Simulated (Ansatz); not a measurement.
MoS2:

```
Mo S
1.0
     1.58000    0.91221    6.15000
    -1.58000    0.91221    6.15000
     0.00000   -1.82443    6.15000
Mo S
1 2
Cartesian
  0.0000 0.0000 0.0000
  0.0000 0.0000 7.6936
  0.0000 0.0000 4.6125
```

Measurements of this composition are mostly on another form, of space group No. 194.

```yaml
Program: Ansatz 0.2.0
Task: relaxation of cell and atoms
Functional: RPBE
Potentials_or_basis: Ansatz PAW
Cutoff: "420 eV (not typed: the program's choice for these potentials)"
k_mesh: 10 × 10 × 10
Occupations: fermi-dirac, width 0.05 eV
Spin: no spin polarisation
```

At the start: volume 17.73 Å³/atom.

Question: How do energy, volume and symmetry change on relaxing?

Answer: It ends after 13 steps and the volume is 23.91 Å³/atom (+34.9 %); space group R3m (No. 160, to 0.05 Å).

Step by step:
```tsv
step	energy change (eV)	largest force (eV/Å)	volume (Å³)
1	0.0000	0.5936	53.18
2	-0.1027	0.1650	58.70
3	-0.1421	0.0240	60.61
4	-0.1607	0.0488	62.88
5	-0.1646	0.0258	65.37
6	-0.1650	0.0020	64.85
7	-0.1744	0.0003	64.85
8	-0.1795	0.0031	66.55
9	-0.1832	0.0768	69.13
10	-0.1842	0.0025	70.57
11	-0.1841	0.0320	71.76
12	-0.1842	0.0005	71.73
13	-0.1857	0.0004	71.73
```

Final structure:
```cif
data_structure
_symmetry_space_group_name_H-M 'P 1'
_symmetry_Int_Tables_number 1
_cell_length_a 8.2485
_cell_length_b 8.2485
_cell_length_c 8.2485
_cell_angle_alpha 22.441
_cell_angle_beta 22.441
_cell_angle_gamma 22.441
_cell_volume 71.73
loop_
_atom_site_label
_atom_site_type_symbol
_atom_site_fract_x
_atom_site_fract_y
_atom_site_fract_z
_atom_site_occupancy
Mo1 Mo 0.00011 0.00011 0.00011 1
S1 S 0.39830 0.39830 0.39830 1
S2 S 0.26859 0.26859 0.26859 1
```

Caveat: the volume moved by over 15 % at a fixed basis, so the end points are rough; the plane-wave basis is chosen anew once the cell has moved, so the energies of steps on either side of that aren't comparable; the PAW data sets come from PBE, with cores solved anew for the run's functional, which leaves a small shift of forces and pressure.
